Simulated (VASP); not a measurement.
Set up this calculation in VASP 6.6.1, as the native input.

```yaml
Task: single point
Functional: BLYP
Potentials_or_basis: VASP PAW PBE potentials, release 64 (Rh_pv)
Cutoff: 520 eV
k_mesh: 13 × 13 × 7
Occupations: fermi-dirac, width 0.1 eV
Spin: no spin polarisation
Dipole_correction: no
Further_INCAR_settings: ALGO = Fast; EDIFF = 1e-06; NBANDS = 22
```

The structure of Rh lies in POSCAR:

```
Rh
1.0
    2.7769508556      0.0000000000      0.0000000000
   -1.3884754278      2.4049099860      0.0000000000
    0.0000000000      0.0000000000      4.4662889118
Rh
2
Direct
    0.3333333333      0.6666666667      0.2500000000
    0.6666666667      0.3333333333      0.7500000000
```

The cell was built by a generator and needn't be a form met in nature.

The input as run:

INCAR

```
SYSTEM = Rh
  AGGAC = 1.0
  AGGAX = 1.0
  ALDAC = 0.0
  ALDAX = 1.0
  ALGO = Fast
  EDIFF = 1E-6
  ENCUT = 520
  GGA = B5
  ISIF = 2
  ISMEAR = -1
  LASPH = .TRUE.
  LCHARG = .FALSE.
  LREAL = .FALSE.
  LWAVE = .FALSE.
  NBANDS = 22
  NELM = 100
  PREC = Accurate
  SIGMA = 0.1
```

KPOINTS

```
k-points
0
G
  13 13 7
  0 0 0
```

Potentials or basis: VASP PAW PBE potentials, release 64 (Rh_pv).

Command:

```console
$ cat potpaw_PBE.64/Rh_pv/POTCAR > POTCAR
$ mpirun -np 1 vasp_std > vasp.out
```

It gave:

| Item | Value |
| --- | --- |
| Pressure | 0.5 GPa |
| Band gap on the k mesh | none (metal or under the smearing width) |

Caveat: the PAW data sets were made with another functional, which shifts forces and pressure a little.

It took 39 s on 1 thread of AMD EPYC 9R45 96-Core Processor (Zen 5) (shared host), peak memory 0.15 GiB.
